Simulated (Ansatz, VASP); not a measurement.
**Two plane-wave programs on Ag**

```
Ag
1.0
    -1.65565    1.65565    1.65565
     1.65565   -1.65565    1.65565
     1.65565    1.65565   -1.65565
Ag
1
Direct
  0.00000 0.00000 0.00000
```

This isn't the form of Ag at room conditions, which is fcc.

Alike in both runs: task relaxation of cell and atoms; functional PBEsol; k mesh 11 × 11 × 11; occupations fermi-dirac, width 0.05 eV; no spin polarisation.

|  | VASP | Ansatz |
| --- | --- | --- |
| version | VASP 6.6.1 | Ansatz 0.2.0 |
| potentials or method | VASP PAW PBE potentials, release 64 (Ag) | Ansatz PAW |
| plane-wave cutoff (eV) | 600 | 420 |
| valence electrons in the cell | 11 | 19 |

Ansatz gave:

```
gap on the k mesh at the Fermi level, each at its own relaxed structure (eV) : none
relaxed volume (Å³/atom)                                                     : 16.79
relaxed cell length with the largest relative difference (Å)                 : 2.794
energy change over the relaxation (meV/atom)                                 : -34
```

Estimate VASP's values.

gap on the k mesh at the Fermi level, each at its own relaxed structure (eV): none; relaxed volume (Å³/atom): 16.77; relaxed cell length with the largest relative difference (Å): 2.793; energy change over the relaxation (meV/atom): -35.

A gap of «none» marks a metal or a gap that the smearing closes. The two sets of potentials don't hold the same shells in valence.

Caveats: the PAW data sets were made with another functional, which shifts forces and pressure a little (VASP); the plane-wave basis is chosen anew once the cell has moved, so the energies of steps on either side of that aren't comparable (Ansatz); the PAW data sets come from PBE, with cores solved anew for the run's functional, which leaves a small shift of forces and pressure (Ansatz).
